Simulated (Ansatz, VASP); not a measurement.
# GaSb: VASP beside Ansatz, part 2 of 2

Aim: how closely do two programs agree when they are given the same cell, functional and k mesh?

VASP 6.6.1 and Ansatz 0.2.0.

So far: The starting structure; VASP: single point, HSE06.

The database entry behind the starting cell differs from later determinations by our own check (about 0.4 % long), so it need not match the best structure at ambient conditions.

## (3) Ansatz: single point, HSE06

Level of this step: Ansatz beside VASP: Kohn-Sham DFT, plane waves, HSE06 (Ansatz).

Ansatz runs on its default PAW (the set named soft_2) files.

The same cell, functional, mesh and smearing now go to Ansatz, which takes its cutoff from its data sets.

Input file input.yaml:

```yaml
crystal:
  lattice:
    - [0.0, 3.059, 3.059]
    - [3.059, 0.0, 3.059]
    - [3.059, 3.059, 0.0]
  atoms:
    - { symbol: Ga, position: [0.0, 0.0, 0.0] }
    - { symbol: Sb, position: [0.25, 0.25, 0.25] }
hamiltonian:
  xc: { exchange: pbe, correlation: pbe, exx: { coeff: 0.25, omega: 0.2 } }
  pseudopotentials: { kind: paw }
kpoints:
  mp_grid: { grid: [6, 6, 6] }
scf:
  occupations: { method: gaussian, width: 0.01 }
  n_extra_bands: 4
output:
  forces: true
  stress: true
  eigenvalues: true
```

Launch:

```console
ansatz run input.yaml --threads 4 --pin off --max-ram 9216MiB --backend cpu --events-out ev --progress --plain --runs-dir out
```

Numbers of over 12 decimals in the logs are rounded to 6 here.

Log:

```text
Warning: output.stress: scf.convergence.dr2_threshold = 1e-7 eV (the SCF's general default) is looser than the 2e-10 eV advised for a printed stress (1e-10 eV for each atom of the cell: 2). What an SCF threshold leaves in a stress goes as its square root, and in the free energy as the threshold itself, and one threshold admits the most on a small cell: [figures from the program's tests cut] Set scf.convergence.dr2_threshold to 2e-10 eV or tighter. The threshold is an SCF's pass mark: one that does not reach it within its budget of iterations ends unconverged, or closes short of it on a stop that the run arms, and scf.convergence.dr2_threshold's page says what that costs each kind of run
Warning: output.stress: scf.exx.energy_threshold = 1e-6 eV is looser than the 2e-8 eV advised for a stress under a hybrid functional (1e-8 eV for each atom of the cell: 2). Every SCF of the exchange loop can meet its threshold on dr2 while the loop round them stops early: no threshold on dr2 bounds what that leaves in the stress. Set scf.exx.energy_threshold to 2e-8 eV or tighter. The threshold is the loop's pass mark: a loop that does not reach it within its budget of cycles ends unconverged, and scf.exx.energy_threshold's page has the law
scf.n_extra_bands = 4 over 14 filled bands (N_el = 28.0): the run solves 18 bands
Engine: ansatz 0.2.0, x86_64-unknown-linux-gnu
Pseudopotentials: kind: paw
Pseudopotential: Ga, paw, valence charge 13, recommended cutoff 420 eV (normal), Ga.paw.azcp
Pseudopotential: Sb, paw, valence charge 15, recommended cutoff 420 eV (normal), Sb.paw.azcp
Functional definition: unnamed
  parameter a_1 = 0.25
  parameter omega_1 = 0.2/angstrom
  exchange = pbe_x + (-a_1)*pbe_x_sr(omega_1) + a_1*exact_x_sr(omega_1)
  correlation = pbe_c
Crystal: 2 atoms, lattice volume = 57.249 Å³
Basis set: ecut = 420 eV, 1139 PW (Γ), exchange–correlation on 60×60×60 points (8 copies of the dense FFT grid, shifted against one another)
Bands: 18, of which v1, the nominal top of the filled ones, is band 14 counted from 1 (13 counted from 0)
Symmetry: 24 space group operations
Space group: F-43m (ITA 216), of the structure as read, at distance tolerance 3.9e-5 Å
k-points: 16 of 216 (time reversal used)
Non-local potential: Ga, projectors of the file, l = 0: 2, l = 1: 2, l = 2: 3, l = 3: 1
Non-local potential: Sb, projectors of the file, l = 0: 2, l = 1: 2, l = 2: 2, l = 3: 2
PAW form: soft (Blöchl's): semilocal exchange-correlation on the pseudo side does not see the compensation charge
PAW frozen core: Ga, regenerated for the run's functional, and the local potential with it (the file was generated under x = pbe(κ = 0.804, μ = 0.219515), c = pbe(β = 0.066725))
PAW frozen core: Sb, regenerated for the run's functional, and the local potential with it (the file was generated under x = pbe(κ = 0.804, μ = 0.219515), c = pbe(β = 0.066725))
PAW one-centre angular grid: Ga, 590 points (default); XC on 64 Gauss nodes
PAW one-centre angular grid: Sb, 590 points (default); XC on 64 Gauss nodes
Initial density: superposition of atomic densities (neutral atoms: chi_scale 0, normalization atom), corrected by the library's trained network
Initial wavefunctions: pseudopotential atomic-orbital guess
Functional: x = pbe(κ = 0.804, μ = 0.219515), c = pbe(β = 0.066725), warm-up for x = pbe(κ = 0.804, μ = 0.219515) + 0.25 (exact − pbe) at short range (hse, ω = 0.2 Å⁻¹), c = pbe(β = 0.066725)
SCF iter   1: F=—  HF=-10267.789612 eV  |F-HF|=—  |Δ(HF+E_count)|=         —  Δρ=1.13e-3  dr2=1.02e-3  ethr=1.77e-3  ⟨swp⟩=6.4  Hψ=1112  notcnv=0
preconditioner: auto → none  [insulator: Δε(μ)=0.032 eV  Ē_g=14.587 eV  σ=0.010 eV  W_gap=0.97  n_scr=14 (ndim 8)  ℏωp=20.8 eV  f_vac=0.091  D(μ)=0.14/eV (n_scr^D=0)]
SCF iter   2: F=—  HF=-10267.790247 eV  |F-HF|=—  |Δ(HF+E_count)|=   6.34e-4  Δρ=3.78e-4  dr2=1.08e-4  ethr=3.65e-6  ⟨swp⟩=4.2  Hψ=981  notcnv=0  defer=1
SCF iter   3: F=—  HF=-10267.790296 eV  |F-HF|=—  |Δ(HF+E_count)|=   4.95e-5  Δρ=2.30e-4  dr2=2.37e-5  ethr=3.84e-7  ⟨swp⟩=4.0  Hψ=735  notcnv=0
iter 4 solved again at ethr=3.44e-9 eV; its pass at ethr=8.47e-8 eV (dr2=9.64e-7 eV) is discarded
SCF iter   4: F=—  HF=-10267.790319 eV  |F-HF|=—  |Δ(HF+E_count)|=   2.29e-5  Δρ=4.37e-5  dr2=9.32e-7  ethr=3.44e-9  ⟨swp⟩=3.0  Hψ=1238  notcnv=0
SCF iter   5: F=-10267.790322 eV  HF=-10267.790321 eV  |F-HF|=3.67e-7  |Δ(HF+E_count)|=   2.29e-6  Δρ=1.69e-5  dr2=1.15e-7  ethr=3.33e-9  ⟨swp⟩=3.0  Hψ=660  notcnv=0
SCF 1 stopped early in 5 iterations: F = -10267.790322 eV  dr2 = 1.15e-7
  greatest PAW one-centre occupation: 0.995 electrons in one spin orbital (limit 2), on the Sb atom at site 1 (counted from 0), in its partial waves of l = 2
Initial density: handed on by an earlier stage of this run
Initial wavefunctions: those handed on with the density
Functional: x = pbe(κ = 0.804, μ = 0.219515) + 0.25 (exact − pbe) at short range (hse, ω = 0.2 Å⁻¹), c = pbe(β = 0.066725)
Exchange kernel: α = 0.2500, screened, ω = 0.2000 Å⁻¹, Wigner–Seitz truncation, v(0) = 1130.7691 eV·Å³, q-mesh 6×6×6, nearest image of the exchange supercell L = 25.96 Å, pair-density grid 18×18×18, without the augmentation charges, whose exchange is taken in its separable form by FFT convolution over the k-point mesh (sized by the pseudopotential files, 24×24×24 at the most), smooth part of the exact exchange by density-matrix convolution
Frozen-core exchange: fock
SCF iter   1: F=—  HF=-10272.663471 eV  |F-HF|=—  |Δ(HF+E_count)|=         —  Δρ=1.14e-2  dr2=2.89e-2  ethr=4.09e-9  ⟨swp⟩=11.4  Hψ=1861  notcnv=0
preconditioner: auto → none  [insulator: Δε(μ)=0.730 eV  Ē_g=17.213 eV  σ=0.010 eV  W_gap=1.00  n_scr=14 (ndim 8)  ℏωp=20.8 eV  f_vac=0.085  D(μ)=0.00/eV (n_scr^D=0)]
SCF iter   2: F=—  HF=-10272.649847 eV  |F-HF|=—  |Δ(HF+E_count)|=   1.36e-2  Δρ=2.48e-3  dr2=2.81e-3  ethr=4.09e-9  ⟨swp⟩=5.4  Hψ=1272  notcnv=0
SCF iter   3: F=—  HF=-10272.658281 eV  |F-HF|=—  |Δ(HF+E_count)|=   8.43e-3  Δρ=2.86e-3  dr2=1.65e-3  ethr=4.09e-9  ⟨swp⟩=5.1  Hψ=1280  notcnv=0  defer=1
SCF iter   4: F=—  HF=-10272.658142 eV  |F-HF|=—  |Δ(HF+E_count)|=   1.40e-4  Δρ=9.79e-4  dr2=2.89e-4  ethr=4.09e-9  ⟨swp⟩=4.9  Hψ=1054  notcnv=0
SCF iter   5: F=—  HF=-10272.658154 eV  |F-HF|=—  |Δ(HF+E_count)|=   1.21e-5  Δρ=8.32e-5  dr2=2.00e-5  ethr=4.09e-9  ⟨swp⟩=4.0  Hψ=989  notcnv=0
SCF iter   6: F=—  HF=-10272.658365 eV  |F-HF|=—  |Δ(HF+E_count)|=   2.11e-4  Δρ=1.95e-4  dr2=8.77e-6  ethr=4.09e-9  ⟨swp⟩=5.0  Hψ=994  notcnv=0
SCF iter   7: F=-10272.658358 eV  HF=-10272.658358 eV  |F-HF|=1.56e-8  |Δ(HF+E_count)|=   6.89e-6  Δρ=9.43e-6  dr2=1.81e-7  ethr=4.09e-9  ⟨swp⟩=4.0  Hψ=752  notcnv=0
SCF 2 stopped early in 7 iterations: F = -10272.658358 eV  dr2 = 1.81e-7
hybrid outer 1: dexx = +9.986e-3 eV, tail = 4.73e-5 eV
Exchange kernel: α = 0.2500, screened, ω = 0.2000 Å⁻¹, Wigner–Seitz truncation, v(0) = 1130.7691 eV·Å³, q-mesh 6×6×6, nearest image of the exchange supercell L = 25.96 Å, pair-density grid 18×18×18, without the augmentation charges, whose exchange is taken in its separable form by FFT convolution over the k-point mesh (sized by the pseudopotential files, 24×24×24 at the most), smooth part of the exact exchange by density-matrix convolution
Frozen-core exchange: fock
SCF iter   1: F=—  HF=-10272.658208 eV  |F-HF|=—  |Δ(HF+E_count)|=         —  Δρ=3.62e-5  dr2=1.38e-6  ethr=8.45e-7  ⟨swp⟩=3.8  Hψ=646  notcnv=0
preconditioner: auto → none  [insulator: Δε(μ)=0.840 eV  Ē_g=17.040 eV  σ=0.010 eV  W_gap=1.00  n_scr=14 (ndim 8)  ℏωp=20.8 eV  f_vac=0.083  D(μ)=0.00/eV (n_scr^D=0)]
SCF iter   2: F=—  HF=-10272.658209 eV  |F-HF|=—  |Δ(HF+E_count)|=   5.85e-7  Δρ=1.45e-5  dr2=1.90e-7  ethr=3.93e-9  ⟨swp⟩=4.0  Hψ=810  notcnv=0
SCF iter   3: F=—  HF=-10272.658210 eV  |F-HF|=—  |Δ(HF+E_count)|=   7.20e-7  Δρ=7.02e-6  dr2=4.93e-8  ethr=3.22e-10  ⟨swp⟩=4.0  Hψ=756  notcnv=0  defer=2
SCF iter   4: F=-10272.658210 eV  HF=-10272.658210 eV  |F-HF|=3.67e-9  |Δ(HF+E_count)|=   1.21e-8  Δρ=1.58e-6  dr2=2.77e-9  ethr=1.56e-10  ⟨swp⟩=3.0  Hψ=603  notcnv=0
SCF 3 converged in 4 iterations: F = -10272.658210 eV  dr2 = 2.77e-9
  Residual-converged pass: ⟨swp⟩=3.0  Hψ=735  notcnv=0  max |occ|·‖R‖ = 2.3e-6 eV (tolerance 2.4e-6 eV)  dr2=2.64e-9  dr2_onsite=4.10e-9  max |Δocc| = 0.0e0
hybrid outer 2: dexx = +8.070e-7 eV, tail = 3.12e-8 eV, Δε = 2.52e-3 eV (about 9.07e-5 eV left of the loop's levels)
hybrid SCF converged: 2 outer / 11 inner (+5 warm-up), last move |dexx| = 8.07e-7 eV, tail = 3.12e-8 eV
Stability not checked: this state was not tested for a lower state beside it, because the functional holds exact exchange (a hybrid, or Hartree-Fock), whose exchange loop this test does not read (fock_operator; see scf.lower_state_search)
Free energy (F): -10272.658210 eV
Frozen-core exchange: fock
Harris-Foulkes:  -10272.658210 eV  (|F-HF|=3.67e-9)
Internal energy: -10272.658210 eV  (E = F + TS)
E sigma→0 (E₀):  -10272.658210 eV
Fermi energy:    7.784280 eV
--- Per-component energies (eV) ---
  E_band       = -323.848533
  E_kinetic    = 321.905404
  E_local      = -3917.269753  (includes V_loc(G=0)·N_el)
  E_nonlocal   = 788.572398
  E_hartree    = 1807.873278
  E_xc         = -166.037889
  E_vxc        = -123.431930  (∫ρ·V_xc dr)
  E_exx        = -89.108448  (= α·E_x^exact, valence–valence)
  E_paw        = -6524.813170  (= ΣΔE_a)
  E_vpaw       = -831.154352  (= ΣTr[D̂ρ^β])
  E_aug_tail   = -0.000099  (compensation charges beyond the density's cutoff)
  E_ewald      = -2493.919138
  E_core_change = 0.139216  (= ΣΔE_core)
  E_smearing   = -0.000000  (= −TS)
  E_closure    = -0.000010  (closes the sum)
  Σ components = -10272.658210   (vs F -10272.658210, Δ=1.82e-12)
--- Forces (eV/Å), atoms counted from 1 ---
  atom   1  Ga     0.00000000     0.00000000     0.00000000
  atom   2  Sb    -0.00000000     0.00000000    -0.00000000
  max |Σ_I F_I| component: 3.24e-17 eV/Å
--- Stress (GPa, compression-positive) ---
        0.539919      -0.000000      -0.000000
       -0.000000       0.539919       0.000000
        0.000000       0.000000       0.539919
  P = ⅓ Tr σ = 0.5399 GPa (5.399 kbar)
--- Band table (eV; the first three rows and the last of 16) ---
  k-point 0: bands = [... 10 lower, -5.2591, 7.3639, 7.3639, 7.3639, 8.2046, 10.8160, 10.8160, 10.8160]
  k-point 1: bands = [... 10 lower, -4.9471, 4.5926, 6.9406, 6.9406, 9.0671, 11.3935, 11.3935, 12.0775]
  k-point 2: bands = [... 10 lower, -4.1107, 1.7819, 6.3477, 6.3477, 8.6086, 11.8595, 11.8595, 14.7144]
  k-point 15: bands = [... 10 lower, -2.4789, 0.0726, 3.9090, 4.1087, 10.6077, 10.8291, 14.3547, 14.3971]
```

It took 13 s on 4 threads of Intel Xeon 6975P-C (Granite Rapids), shared host; peak memory 1.8 GiB.

In the SCF lines HF is the Harris–Foulkes energy and dr2 the Hartree energy of the density residual, in eV; the loop may stop once dr2 is under the threshold and the program's other checks hold. Hψ counts applications of the Hamiltonian.

The run ends at a pressure of 0.54 GPa.

## (4) Side by side

Known differences besides the potentials themselves: exact exchange at q = 0 is treated differently, which shows on coarse meshes; VASP keeps PBE cores, Ansatz makes them for the functional; the cutoff is 420 eV in Ansatz and 430 eV in VASP; VASP takes a coarser grid for exact exchange (PRECFOCK = Fast). Total energies have different zeros and are not compared.

Compared:

```tsv
quantity	Ansatz	VASP	difference
gap on the k mesh (eV)	0.841	0.835	+0.006
```

A gap on the mesh is an upper bound, since the band edges may lie between its points.

## (5) Outcome

| Property | Result |
| --- | --- |
| difference in gap on the k mesh (single point, HSE06) | 0.0058 eV |

What this shows: The difference in gap on the k mesh is 0.0058 eV (single point, HSE06), within the 0.08 eV picked in this series as the mark of a large difference. Such differences can come from data sets, numerical settings and the points named under the comparisons, not from the functional's error against experiment.

[Lines on the potential files, build, host, timing and source positions are cut from VASP's logs without a mark.]

[Logs are printed without paths, hosts, clocks, repeated set-up lines and the standing remarks that a program may print on its own settings, such as how far it seeks lower states.]

[Hosts, paths, dates, database ids (printed as entryN), source tags and the programs' standing remarks are cut or masked in the printed files.]
